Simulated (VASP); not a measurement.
# Na (P-1) in VASP: reference runs

Aim: a first look at Na with PBE, on the cell as given.

Everything below comes from runs of VASP 6.6.1. Logs are shortened: lines on timing, memory, paths and dates and some standing lists are left out, and cuts for length are marked.

## Step 1: The cell of the first run

The typed cell holds 1 atom: a = 3.940 Å, b = 3.843 Å, c = 4.063 Å, α = 136.00°, β = 118.71°, γ = 79.40°.

This isn't the form of Na at room conditions, which is bcc.

## Step 2: Single point, PBE (cell sheared at random, sigma 0.1, atoms nudged by 0.01 Å)

The input, INCAR:

```
PREC     = Accurate       # precision mode
ENCUT    = 520            # plane-wave cutoff, eV
EDIFF    = 1E-7           # SCF threshold, eV
ISMEAR   = -1             # smearing method
SIGMA    = 0.05           # smearing width, eV
LREAL    = False          # projectors in reciprocal space
LASPH    = True           # aspherical terms in the spheres
NELM     = 80             # most SCF steps
ALGO     = Normal         # electronic algorithm
ISIF     = 2              # what is computed and relaxed
LWAVE    = False          # write WAVECAR
LCHARG   = True           # write CHGCAR
GGA      = PE             # functional
LELF     = True           # ELF
LVHAR    = True         
NBANDS   = 10             # bands
```

The input, KPOINTS:

```
regular mesh
0
Gamma
  8 10 11
```

The input, POSCAR:

```
Na
1.0
   -1.5505412800      1.9781490700      3.0338966400
    1.3625378200     -2.0499529700      2.9506977200
    1.6023380600      2.1017497500     -3.0853082600
Na
1
Direct
    0.0000000000      0.0000000000      0.0000000000
```

Potentials or basis: VASP PAW PBE potentials, release 64 (Na_pv).

Started as:

```bash
> cat potpaw_PBE.64/Na_pv/POTCAR > POTCAR
> mpirun -np 1 vasp_std > vasp.out
```

OUTCAR:

```text
PREC = Accurate
   ENCUT = 520
   EDIFF = 1E-7
   ISMEAR = -1
   LREAL = False
   LASPH = True
   NELM = 80
   ISIF = 2
   GGA = PE

 ion  position               nearest neighbor table
   1  0.000  0.000  0.000-

  LATTYP: Found a triclinic cell.
 ALAT       =     6.9502363651
 B/A-ratio  =     0.5871097432
 C/A-ratio  =     2.0666924365
 COS(alpha) =     0.0017962733
 COS(beta)  =     0.4589049174
 COS(gamma) =     0.8848702639

  Lattice vectors:

 A1 = (   1.3107410400,  -6.1298517900,   3.0021093400)
 A2 = (  -0.0517967800,  -4.0798988200,   0.0514116200)
 A3 = (   8.5186207200,   0.0117825400,  11.5653571000)

Analysis of symmetry for initial positions (statically):
=====================================================================
 Subroutine PRICEL returns:
 Original cell was already a primitive cell.

 Routine SETGRP: Setting up the symmetry group for a
 triclinic supercell.

 Subroutine GETGRP returns: Found  2 space group operations
 (whereof  2 operations were pure point group operations)
 out of a pool of  2 trial point group operations.

The static configuration has the point symmetry S_2 .

Analysis of symmetry for dynamics (positions and initial velocities):
=====================================================================
 Subroutine PRICEL returns:
 Original cell was already a primitive cell.

 Routine SETGRP: Setting up the symmetry group for a
 triclinic supercell.

 Subroutine GETGRP returns: Found  2 space group operations
 (whereof  2 operations were pure point group operations)
 out of a pool of  2 trial point group operations.

The dynamic configuration has the point symmetry S_2 .

 Subroutine INISYM returns: Found  2 space group operations
 (whereof  2 operations are pure point group operations),
 and found     1 'primitive' translations

----------------------------------------------------------------------------------------

                                     Primitive cell

  volume of cell :      36.1314

  direct lattice vectors                    reciprocal lattice vectors
    -1.550541280  1.978149070  3.033896640     0.003407250  0.247205191  0.170168738
     1.362537820 -2.049952970  2.950697720     0.345397588 -0.002143019  0.177920507
     1.602338060  2.101749750 -3.085308260     0.333678528  0.241036400  0.013374352

  length of vectors
     3.939769134  3.842581622  4.062507394     0.300132329  0.388535446  0.411848005

  position of ions in fractional coordinates (direct lattice)
[... 77 lines left out ...]
   EDIFF  = 0.1E-06   stopping-criterion for ELM
   LREAL  =      F    real-space projection
   EDIFFG = 0.1E-05   stopping-criterion for IOM
   NSW    =      0    number of steps for IOM
   IBRION =     -1    ionic relax: 0-MD 1-quasi-New 2-CG
   NFREE  =      0    steps in history (QN), initial steepest desc. (CG)
   ISIF   =      2    stress and relaxation
   ISYM   =      2    0-nonsym 1-usesym 2-fastsym
   POTIM  = 0.5000    time-step for ionic-motion
   TEBEG  =    0.0;   TEEND  =   0.0 temperature during run
   PSTRESS=    0.0 pullay stress
   NELECT =       7.0000    total number of electrons
   NUPDOWN=      -1.0000    fix difference up-down
   EMIN   =  10.00;   EMAX   =-10.00  energy-range for DOS
   EFERMI =   0.00;   METHOD = LEGACY
   ISMEAR =    -1;   SIGMA  =   0.05  broadening in eV -4-tet -1-fermi 0-gaus
   EFERMI_NEDOS =   21; number of points for ismear=-14 and -15
   IALGO  =     38    algorithm
   IMIX   =      4    mixing-type and parameters
     AMIX     =   0.40;   BMIX     =  1.00
     AMIX_MAG =   1.60;   BMIX_MAG =  1.00
  volume/ion in A,a.u.               =      36.13       243.83
  Fermi-wavevector in a.u.,A,eV,Ry     =   0.947282  1.790104 12.209098  0.897343
  Thomas-Fermi vector in A             =   2.075361
   LORBIT       =      0    0 simple, 1 ext, 2 COOP (PROOUT), +10 PAW based schemes
   GGA     = PE    functional components
[... 5 lines left out ...]
 non-spin polarized calculation
  energy-cutoff  :      520.00
  volume of cell :       36.13
 maximum number of plane-waves:       988
 NGX is ok and might be reduce to    30
   NGX = 15   NGY = 15   NGZ = 15

 number of electron       7.0000000 magnetization

 Free energy of the ion-electron system (eV)
  ---------------------------------------------------
  ext. energy  EPLUGINS =         0.00000000
  ---------------------------------------------------
  free energy    TOTEN  =        -1.19432121 eV

  energy without entropy =       -1.19093739  energy(sigma->0) =       -1.19262930

 E-fermi :   0.4488     XC(G=0):  -6.5612

 val. band max:        0.4455442610   @ k =  -0.3750   0.5000   0.4545
 cond. band min:       0.4544240166   @ k =   0.5000   0.2000   0.0909
 fundamental gap:      0.0088797556
 Fermi energy:         0.4488024271

 k-point     1 :       0.0000    0.0000    0.0000
  band No.  band energies     occupation
      1     -24.6454      2.00000
      2     -24.6441      2.00000
      3     -24.6326      2.00000
      4      -2.9146      2.00000
      5       8.9585      0.00000
      6       9.7447      0.00000
      7      10.3093      0.00000
      8      10.3117      0.00000
      9      12.5996      0.00000
     10      13.6548      0.00000
[... 287 lines left out ...]
 k-point    24 :       0.2500    0.3000    0.0000
  band No.  band energies     occupation
      1     -24.7392      2.00000
      2     -24.6504      2.00000
      3     -24.6394      2.00000
      4       0.6763      0.02092
      5       4.4644      0.00000
      6       6.5970      0.00000
      7       7.8389      0.00000
      8      10.5246      0.00000
      9      12.3910      0.00000
     10      13.3273      0.00000

 [... further k-points ...]

------------------------ aborting loop because EDIFF is reached ----------------------------------------

  FORCE on cell =-STRESS in cart. coord.  units (eV):
  Direction    XX          YY          ZZ          XY          YZ          ZX
  --------------------------------------------------------------------------------------
  -------------------------------------------------------------------------------------
  Total        1.0093921     -0.3774807     -0.1853514      0.0235145      0.0295755     -0.0348354
  in kB       44.7595726    -16.7386626     -8.2190551      1.0427070      1.3114711     -1.5447111
  external PRESSURE =       6.6006183 kB  Pullay stress =       0.0000000 kB

 VOLUME and BASIS-vectors are now :
 -----------------------------------------------------------------------------
  energy-cutoff  :      520.00
  volume of cell :       36.13
      direct lattice vectors                 reciprocal lattice vectors
    -1.550541280  1.978149070  3.033896640     0.003407250  0.247205191  0.170168738
     1.362537820 -2.049952970  2.950697720     0.345397588 -0.002143019  0.177920507
     1.602338060  2.101749750 -3.085308260     0.333678528  0.241036400  0.013374352

 POSITION                                       TOTAL-FORCE (eV/Angst)
 -----------------------------------------------------------------------------------
      0.00000      0.00000      0.00000         0.000000      0.000000     -0.000000
 -----------------------------------------------------------------------------------
    total drift:                                0.000000     -0.000000      0.000000

  FREE ENERGIE OF THE ION-ELECTRON SYSTEM (eV)
  ---------------------------------------------------
  free  energy   TOTEN  =        -1.1943212139 eV

  energy  without entropy=       -1.1909373896  energy(sigma->0) =       -1.19262930
```

OSZICAR:

```text
N       E                     dE             d eps       ncg     rms          rms(c)
DAV:   1     0.283639117145E+02    0.28364E+02   -0.37926E+03  8854   0.587E+02
DAV:   2    -0.585365451632E+00   -0.28949E+02   -0.28817E+02  9144   0.150E+02
DAV:   3    -0.119177315540E+01   -0.60641E+00   -0.60595E+00 10638   0.238E+01
DAV:   4    -0.119683430235E+01   -0.50611E-02   -0.50607E-02 10304   0.212E+00
DAV:   5    -0.119690517255E+01   -0.70870E-04   -0.70869E-04  9894   0.247E-01    0.227E-01
DAV:   6    -0.119543784843E+01    0.14673E-02   -0.72662E-04 10644   0.314E-01    0.151E-01
DAV:   7    -0.119433253476E+01    0.11053E-02   -0.15888E-03 10578   0.371E-01    0.193E-02
DAV:   8    -0.119432067826E+01    0.11857E-04   -0.73013E-05 10458   0.139E-01    0.257E-03
DAV:   9    -0.119432114775E+01   -0.46949E-06   -0.34785E-07  9854   0.567E-03    0.130E-03
DAV:  10    -0.119432121391E+01   -0.66162E-07   -0.12195E-07  9968   0.314E-03
   1 F= -.11943212E+01 E0= -.11926293E+01  d E =-.338382E-02
```

stdout:

```text
POSCAR found type information on POSCAR Na
 POSCAR found :  1 types and       1 ions
 scaLAPACK will be used
 LDA part: xc-table for (Slater+PW92), standard interpolation
 POSCAR, INCAR and KPOINTS ok, starting setup
 FFT: planning ... GRIDC
 FFT: planning ... GRID_SOFT
 FFT: planning ... GRID
 WAVECAR not read
 entering main loop
```

Run time: 1.7 min. Hardware: 1 thread of Intel Xeon Platinum 8488C (Sapphire Rapids), shared host; peak memory 0.25 GiB.

What came out:

* Free energy: -1.1943 eV
* Pressure: 0.7 GPa
* Band gap on the k mesh: none (metal or under the smearing width)

Stress tensor (GPa, compression positive):
```
 4.48  0.10 -0.15
 0.10 -1.67  0.13
-0.15  0.13 -0.82
```

Levels at points of the mesh, in eV from the Fermi level:
| k point | band 1 | band 2 | band 3 | band 4 | band 5 | band 6 | band 7 |
| --- | --- | --- | --- | --- | --- | --- | --- |
| (0.00, 0.00, 0.00) | -25.09 | -25.09 | -25.08 | -3.36 | 8.51 | 9.30 | 9.86 |
| (0.50, 0.00, 0.00) | -25.12 | -25.10 | -25.08 | -0.05 | 0.15 | 7.83 | 7.86 |
| (0.00, 0.50, 0.00) | -25.24 | -25.09 | -25.08 | 1.94 | 2.56 | 8.69 | 9.08 |
| (0.50, 0.50, 0.00) | -25.24 | -25.09 | -25.08 | 2.96 | 3.46 | 5.93 | 6.12 |
